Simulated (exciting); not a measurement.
# Fe (Im-3m) in exciting: further runs

Aim: see how the results for Fe move with the level of theory and the settings. Levels: PW86PBE, BLYP+D2, SOGGA exchange with PBE correlation, AM05, PBE. Tasks: electric field gradients, density of states, band structure.

Program: exciting (release sodium). These are calculated values, not measurements. Logs are shortened: lines on timing, memory, paths and dates and some standing lists are left out, and cuts for length are marked.

## (1) Starting point

It takes space group Im-3m (No. 229, cubic). The conventional cell has a = 2.886 Å, b = 2.886 Å, c = 2.886 Å, α = 90.00°, β = 90.00°, γ = 90.00°. Around Fe (site symmetry m-3m) lie 8 Fe at 2.50 Å.

## (2) Electric field gradients, PW86PBE, collinear spin, ferromagnetic start

Input file input.xml:

```xml
<input>
  <title>Fe</title>
  <structure speciespath="./" tshift="false">
    <crystal scale="1">
      <basevect>-2.726874797835 2.726874797835 2.726874797835</basevect>
      <basevect>2.726874797835 -2.726874797835 2.726874797835</basevect>
      <basevect>2.726874797835 2.726874797835 -2.726874797835</basevect>
    </crystal>
    <species speciesfile="Fe.xml" rmt="2">
      <atom coord="0.000000000000 0.000000000000 0.000000000000" bfcmt="0 0 -8"/>
    </species>
  </structure>
  <groundstate do="fromscratch" ngridk="13 13 13" rgkmax="9" gmaxvr="14" lmaxapw="10" lmaxmat="10" lmaxvr="8" stype="Gaussian" swidth="0.00499791" nempty="20" ValenceRelativity="iora*" epsengy="1e-05" epspot="1e-05" maxscl="90" tforce="true" outputlevel="normal">
    <libxc exchange="XC_GGA_X_PW86" correlation="XC_GGA_C_PBE"/>
    <spin reducebf="0.5"/>
  </groundstate>
  <properties>
    <EFG/>
    <mossbauer/>
  </properties>
</input>
```

Potentials or basis: all-electron LAPW+lo, shipped species files, valence relativity iora*.

The run is started by

```console
OMP_NUM_THREADS=1 exciting_smp
```

INFO.OUT:

```text
================================================================================
EXCITING SODIUM started
[... 10 lines left out ...]

 Lattice vectors (cartesian) :
     -2.7268747978      2.7268747978      2.7268747978
      2.7268747978     -2.7268747978      2.7268747978
      2.7268747978      2.7268747978     -2.7268747978

 Reciprocal lattice vectors (cartesian) :
      0.0000000000      1.1520854042      1.1520854042
      1.1520854042      0.0000000000      1.1520854042
      1.1520854042      1.1520854042      0.0000000000

 Unit cell volume                           :      81.1064860106
 Brillouin zone volume                      :       3.0583277077

 Species :    1 (Fe)
     parameters loaded from                 :    Fe.xml
     name                                   :    iron
     nuclear charge                         :     -26.00000000
     electronic charge                      :      26.00000000
     atomic mass                            :  101799.20740000
     muffin-tin radius                      :       2.00000000
     # of radial points in muffin-tin       :     350

     atomic positions (lattice) :
       1 :   0.00000000  0.00000000  0.00000000

     magnetic fields (cartesian) :
       1 :   0.00000000  0.00000000 -8.00000000

 Total number of atoms per unit cell        :       1

 Spin treatment                             :    spin-polarised
 Global magnetic field (cartesian) :        0.00000000   0.00000000   0.00000000
 collinear magnetisation in z-direction

 Number of Bravais lattice symmetries       :      48
 Number of crystal symmetries               :      48

 k-point grid                               :      13   13   13
 Total number of k-points                   :      84
 k-point set is reduced with crystal symmetries

 R^MT_min * |G+k|_max (rgkmax)              :       9.00000000
 Species with R^MT_min                      :       1 (Fe)
 Maximum |G+k| for APW functions            :       4.50000000
 Maximum |G| for potential and density      :      14.00000000

 G-vector grid sizes                        :      24    24    24
 Total number of G-vectors                  :    3781

 Maximum angular momentum used for
     APW functions                          :      10
     computing H and O matrix elements      :      10
     potential and density                  :       8
     inner part of muffin-tin               :       2

 Total nuclear charge                       :     -26.00000000
 Total electronic charge                    :      26.00000000
 Total core charge                          :      10.00000000
 Total valence charge                       :      16.00000000

 Number of empty states                     :      20
 Total number of valence states             :      58

 Maximum Hamiltonian size                   :     153
 Maximum number of plane-waves              :     140
 Total number of local-orbitals             :      13

 Exchange-correlation type                  :     100
     libxc; exchange: Perdew & Wang 86; correlation: Perdew, Burke & Ernzerhof (see libxc for references)

 Smearing scheme                            :    Gaussian
 Smearing width                             :       0.00499791

 Using multisecant Broyden potential mixing
[... 16 lines left out ...]
+ SCF iteration number :    1                                                  +
++++++++++++++++++++++++++++++++++++++++++++++++++++++++++++++++++++++++++++++++
 Total energy                               :     -1270.35252794
 _______________________________________________________________
 Fermi energy                               :         0.38401179
 Kinetic energy                             :      1291.68953727
 Coulomb energy                             :     -2505.87450676
 Exchange energy                            :       -54.95993317
 Correlation energy                         :        -1.20762528
 No external B-field energy in total energy

 DOS at Fermi energy (states/Ha/cell)       :        31.34290570

 Electron charges :
     core                                   :        10.00000000
     core leakage                           :         0.00000000
     valence                                :        16.00000000
     interstitial                           :         2.02607683
     charge in muffin-tin spheres :
                  atom     1    Fe          :        23.97392317
     total charge in muffin-tins            :        23.97392317
     total charge                           :        26.00000000

 Moments :
     interstitial                           :         0.04990911
     moment in muffin-tin spheres :
                  atom     1    Fe          :         1.91060328
     total moment in muffin-tins            :         1.91060328
     total moment                           :         1.96051239

++++++++++++++++++++++++++++++++++++++++++++++++++++++++++++++++++++++++++++++++
+ SCF iteration number :    2                                                  +
++++++++++++++++++++++++++++++++++++++++++++++++++++++++++++++++++++++++++++++++
 Total energy                               :     -1273.04939271
 _______________________________________________________________
 Fermi energy                               :         0.36781242
 Kinetic energy                             :      1290.50167646
 Coulomb energy                             :     -2507.25658672
 Exchange energy                            :       -55.08642836
 Correlation energy                         :        -1.20805409
 No external B-field energy in total energy

 DOS at Fermi energy (states/Ha/cell)       :        41.95326506
[... 599 lines left out ...]
++++++++++++++++++++++++++++++++++++++++++++++++++++++++++++++++++++++++++++++++
+ SCF iteration number :   19                                                  +
++++++++++++++++++++++++++++++++++++++++++++++++++++++++++++++++++++++++++++++++
 Total energy                               :     -1273.19934492
 _______________________________________________________________
 Fermi energy                               :         0.35834815
 Kinetic energy                             :      1290.40853821
 Coulomb energy                             :     -2507.28350327
 Exchange energy                            :       -55.11823296
 Correlation energy                         :        -1.20614690
 No external B-field energy in total energy

 DOS at Fermi energy (states/Ha/cell)       :        31.67145660

 Electron charges :
     core                                   :        10.00000000
     core leakage                           :         0.00000000
     valence                                :        16.00000000
     interstitial                           :         1.94237024
     charge in muffin-tin spheres :
                  atom     1    Fe          :        24.05762976
     total charge in muffin-tins            :        24.05762976
     total charge                           :        26.00000000

 Moments :
     interstitial                           :        -0.05383036
     moment in muffin-tin spheres :
                  atom     1    Fe          :         2.20959779
     total moment in muffin-tins            :         2.20959779
     total moment                           :         2.15576743

 RMS change in effective potential (target) :  0.742335E-07  ( 0.100000E-04)
 Absolute change in total energy   (target) :  0.418709E-05  ( 0.100000E-04)
 Charge distance                   (target) :  0.213495E-07  ( 0.100000E-04)
 Abs. change in max-nonIBS-force   (target) :   0.00000      ( 0.500000E-04)

++++++++++++++++++++++++++++++++++++++++++++++++++++++++++++++++++++++++++++++++
| Convergency criteria checked for the last 2 iterations                       +
| Convergence targets achieved. Performing final SCF iteration                 +
++++++++++++++++++++++++++++++++++++++++++++++++++++++++++++++++++++++++++++++++
 Total energy                               :     -1273.19935173
 _______________________________________________________________
 Fermi energy                               :         0.35834822
 Kinetic energy                             :      1290.40853569
 Coulomb energy                             :     -2507.28350759
 Exchange energy                            :       -55.11823290
 Correlation energy                         :        -1.20614693
 No external B-field energy in total energy

 DOS at Fermi energy (states/Ha/cell)       :        31.67121240

 Electron charges :
     core                                   :        10.00000000
     core leakage                           :         0.00000000
     valence                                :        16.00000000
     interstitial                           :         1.94237012
     charge in muffin-tin spheres :
                  atom     1    Fe          :        24.05762988
     total charge in muffin-tins            :        24.05762988
     total charge                           :        26.00000000

 Moments :
     interstitial                           :        -0.05382962
     moment in muffin-tin spheres :
                  atom     1    Fe          :         2.20959071
     total moment in muffin-tins            :         2.20959071
     total moment                           :         2.15576109

++++++++++++++++++++++++++++++++++++++++++++++++++++++++++++++++++++++++++++++++
+ Self-consistent loop stopped                                                 +
++++++++++++++++++++++++++++++++++++++++++++++++++++++++++++++++++++++++++++++++
 STATE.OUT is written

--------------------------------------------------------------------------------
- Writing atomic positions and forces                                          -
--------------------------------------------------------------------------------

 Atomic positions (lattice) :
 atom     1  Fe  :     0.00000000    0.00000000    0.00000000

 Total atomic forces including IBS (cartesian) :
 atom     1  Fe  :     0.00000000    0.00000000    0.00000000

 Atomic force components including IBS (cartesian) :
 atom     1  Fe  :     0.00000000    0.00000000    0.00000000   HF force
                 :     0.00000000    0.00000000    0.00000000   core correction
                 :     0.00000000    0.00000000    0.00000000   IBS correction

********************************************************************************
[... 7 lines left out ...]
| EXCITING SODIUM stopped                                                      =
================================================================================
```

Run time: 94 s. Hardware: 1 thread of Arm Neoverse V1, shared host; peak memory 0.11 GiB.

What came out:

* Free energy: -34645.5301 eV
* Band gap on the k mesh: none (metal or under the smearing width)
* Net moment: 2.16 μB per cell
* Site moments: Fe +2.21 μB
* All electrons inside the program's atomic spheres: Fe 24.06 (radii Fe 2.0 bohr)
* Density of states at the Fermi level: 1.16 states/eV per cell

Caveat: the field gradient of a metal still moves by tens of percent with the k mesh; the log's total energy holds no entropy term; the free energy is that total less TS from the occupations; EFG.OUT prints the tensor in atomic units and with the sign opposite to the usual one.

## (3) Density of states, BLYP+D2, collinear spin, ferromagnetic start (volume scaled by 1.25)

Input file input.xml:

```xml
<input>
  <title>Fe</title>
  <structure speciespath="./" tshift="false">
    <crystal scale="1.88972612463">
      <basevect>-1.554424628900 1.554424628900 1.554424628900</basevect>
      <basevect>1.554424628900 -1.554424628900 1.554424628900</basevect>
      <basevect>1.554424628900 1.554424628900 -1.554424628900</basevect>
    </crystal>
    <species speciesfile="Fe.xml" rmt="2">
      <atom coord="0.000000000000 0.000000000000 0.000000000000" bfcmt="0 0 -8"/>
    </species>
  </structure>
  <groundstate do="fromscratch" ngridk="13 13 13" rgkmax="8" gmaxvr="14" lmaxapw="10" lmaxmat="10" lmaxvr="8" stype="Gaussian" swidth="0.00036749" nempty="20" ValenceRelativity="iora*" epsengy="1e-05" epspot="1e-05" maxscl="90" outputlevel="normal">
    <libxc exchange="XC_GGA_X_B88" correlation="XC_GGA_C_LYP"/>
    <spin reducebf="0.5"/>
  </groundstate>
  <properties>
    <dos nwdos="400" winddos="-0.8 0.6" inttype="tetra" ngrdos="100" nsmdos="2" lmirep="true"/>
    <chargedensityplot>
      <plot3d>
        <box grid="14 14 14">
          <origin coord="0 0 0"/>
          <point coord="1 0 0"/>
          <point coord="0 1 0"/>
          <point coord="0 0 1"/>
        </box>
      </plot3d>
    </chargedensityplot>
    <elfplot>
      <plot3d>
        <box grid="14 14 14">
          <origin coord="0 0 0"/>
          <point coord="1 0 0"/>
          <point coord="0 1 0"/>
          <point coord="0 0 1"/>
        </box>
      </plot3d>
    </elfplot>
    <exccplot>
      <plot3d>
        <box grid="14 14 14">
          <origin coord="0 0 0"/>
          <point coord="1 0 0"/>
          <point coord="0 1 0"/>
          <point coord="0 0 1"/>
        </box>
      </plot3d>
    </exccplot>
    <DFTD2/>
  </properties>
</input>
```

Potentials or basis: all-electron LAPW+lo, shipped species files, valence relativity iora*.

The run is started by

```console
OMP_NUM_THREADS=1 exciting_smp
```

Run time: 2.6 min. Hardware: 1 thread of Arm Neoverse V1, shared host; peak memory 0.11 GiB.

Results (log left out):

* Band gap on the k mesh: none (metal or under the smearing width)
* Net moment: 2.67 μB per cell
* Site moments: Fe +2.70 μB
* All electrons inside the program's atomic spheres: Fe 23.97 (radii Fe 2.0 bohr)
* Dispersion energy per atom: -0.375 eV

Levels at points of the mesh, in eV from the Fermi level:
Spin up:
| k point | band 7 | band 8 | band 9 | band 10 | band 11 | band 12 |
| --- | --- | --- | --- | --- | --- | --- |
| (0.00, 0.00, 0.00) | -2.19 | -2.19 | -1.35 | -1.35 | 22.06 | 22.06 |
Spin down:
```
           k point  band 3  band 4  band 5  band 6  band 7  band 8  band 9  band 10  band 11  band 12
(0.00, 0.00, 0.00)  -50.95  -50.95   -6.90    0.14    0.14    0.14    1.60     1.60    21.75    21.75
```

States per cell in windows of 1 eV (zero at the Fermi level; states under -8 eV left out):
```csv
from (eV),up,down,Fe1 d,Fe1 d down,Fe1 s,Fe1 p,Fe1 s down,Fe1 p down
-8.0,0.00,0.00,0.00,0.00,0.00,0.00,0.00,0.00
-7.0,0.04,0.03,0.00,0.00,0.01,0.00,0.01,0.00
-6.0,0.07,0.06,0.00,0.00,0.01,0.00,0.01,0.00
-5.0,0.17,0.09,0.04,0.00,0.03,0.01,0.02,0.00
-4.0,0.83,0.13,0.53,0.01,0.03,0.01,0.02,0.01
-3.0,1.70,0.31,1.36,0.10,0.01,0.02,0.03,0.01
-2.0,2.12,0.50,1.92,0.28,0.01,0.01,0.01,0.01
-1.0,0.63,1.50,0.56,1.05,0.01,0.01,0.00,0.04
0.0,0.17,0.63,0.09,0.50,0.01,0.01,0.00,0.01
1.0,0.15,1.79,0.05,1.63,0.01,0.02,0.00,0.00
2.0,0.14,0.48,0.04,0.40,0.01,0.02,0.01,0.01
3.0,0.10,0.19,0.03,0.11,0.00,0.01,0.01,0.01
4.0,0.08,0.14,0.02,0.07,0.00,0.01,0.00,0.01
5.0,0.18,0.08,0.05,0.03,0.03,0.01,0.00,0.01
6.0,0.21,0.18,0.04,0.06,0.03,0.02,0.03,0.01
7.0,0.20,0.23,0.03,0.07,0.03,0.03,0.03,0.02
```

Caveat: the dispersion energy is computed afterwards and isn't part of the total energy.

## (4) Band structure, SOGGA exchange with PBE correlation, collinear spin, ferromagnetic start

Input file input.xml:

```xml
<input>
  <title>Fe</title>
  <structure speciespath="./" tshift="false">
    <crystal scale="4.7230856957">
      <basevect>-0.577350269193 0.577350269193 0.577350269193</basevect>
      <basevect>0.577350269193 -0.577350269193 0.577350269193</basevect>
      <basevect>0.577350269193 0.577350269193 -0.577350269193</basevect>
    </crystal>
    <species speciesfile="Fe.xml" rmt="2">
      <atom coord="0.000000000000 0.000000000000 0.000000000000" bfcmt="0 0 -8"/>
    </species>
  </structure>
  <groundstate do="fromscratch" ngridk="13 13 13" rgkmax="8" gmaxvr="14" lmaxapw="10" lmaxmat="10" lmaxvr="8" stype="Gaussian" swidth="0.00036749" nempty="20" ValenceRelativity="iora*" epsengy="1e-05" epspot="1e-05" maxscl="90" outputlevel="normal" niterconvcheck="3">
    <libxc exchange="XC_GGA_X_SOGGA" correlation="XC_GGA_C_PBE"/>
    <spin reducebf="0.5"/>
  </groundstate>
  <properties>
    <bandstructure>
      <plot1d>
        <path steps="120">
          <point coord="0 0 0" label="G"/>
          <point coord="0.5 -0.5 0.5" label="H"/>
          <point coord="0 0 0.5" label="N"/>
          <point coord="0 0 0" label="G"/>
          <point coord="0.25 0.25 0.25" label="P"/>
          <point coord="0.5 -0.5 0.5" label="H" breakafter="true"/>
          <point coord="0.25 0.25 0.25" label="P"/>
          <point coord="0 0 0.5" label="N"/>
        </path>
      </plot1d>
    </bandstructure>
  </properties>
</input>
```

The run is started by

```console
OMP_NUM_THREADS=1 exciting_smp
```

It took 2.2 min on 1 thread of Arm Neoverse V1, shared host; peak memory 0.11 GiB.

The run converged. Its results:

| Item | Value |
| --- | --- |
| Band gap on the k mesh | none (metal or under the smearing width) |
| Net moment | 2.29 μB per cell |
| Site moments | Fe +2.31 μB |
| All electrons inside the program's atomic spheres | Fe 24.04 (radii Fe 2.0 bohr) |

Levels at the corners of the path, in eV from the Fermi level:
Spin up:
| point | band 7 | band 8 | band 9 | band 10 | band 11 | band 12 |
| --- | --- | --- | --- | --- | --- | --- |
| Γ | -2.21 | -2.21 | -1.04 | -1.04 | 23.74 | 23.74 |
| H | 0.05 | 0.05 | 0.05 | 9.32 | 9.32 | 9.32 |
| N | -0.99 | -0.86 | 0.30 | 0.35 | 6.84 | 17.47 |
| Γ | -2.21 | -2.21 | -1.04 | -1.04 | 23.74 | 23.74 |
| P | -3.10 | -0.82 | -0.82 | 8.19 | 8.19 | 8.19 |
| H | 0.05 | 0.05 | 0.05 | 9.32 | 9.32 | 9.32 |
| P | -3.10 | -0.82 | -0.82 | 8.19 | 8.19 | 8.19 |
| N | -0.99 | -0.86 | 0.30 | 0.35 | 6.84 | 17.47 |
Spin down:
| point | band 3 | band 4 | band 5 | band 6 | band 7 | band 8 | band 9 | band 10 | band 11 | band 12 |
| --- | --- | --- | --- | --- | --- | --- | --- | --- | --- | --- |
| Γ | -51.07 | -51.07 | -8.02 | -0.15 | -0.15 | -0.15 | 1.70 | 1.70 | 23.66 | 23.66 |
| H | -51.35 | -51.35 | -2.70 | -2.70 | 2.39 | 2.39 | 2.39 | 9.70 | 9.70 | 9.70 |
| N | -51.20 | -51.07 | -3.33 | -1.35 | 0.55 | 1.59 | 1.95 | 2.67 | 8.31 | 17.60 |
| Γ | -51.07 | -51.07 | -8.02 | -0.15 | -0.15 | -0.15 | 1.70 | 1.70 | 23.66 | 23.66 |
| P | -51.26 | -51.26 | -1.58 | -1.58 | -1.58 | 1.99 | 1.99 | 9.17 | 9.17 | 9.17 |
| H | -51.35 | -51.35 | -2.70 | -2.70 | 2.39 | 2.39 | 2.39 | 9.70 | 9.70 | 9.70 |
| P | -51.26 | -51.26 | -1.58 | -1.58 | -1.58 | 1.99 | 1.99 | 9.17 | 9.17 | 9.17 |
| N | -51.20 | -51.07 | -3.33 | -1.35 | 0.55 | 1.59 | 1.95 | 2.67 | 8.31 | 17.60 |

(Continued in part 2 of 2.)
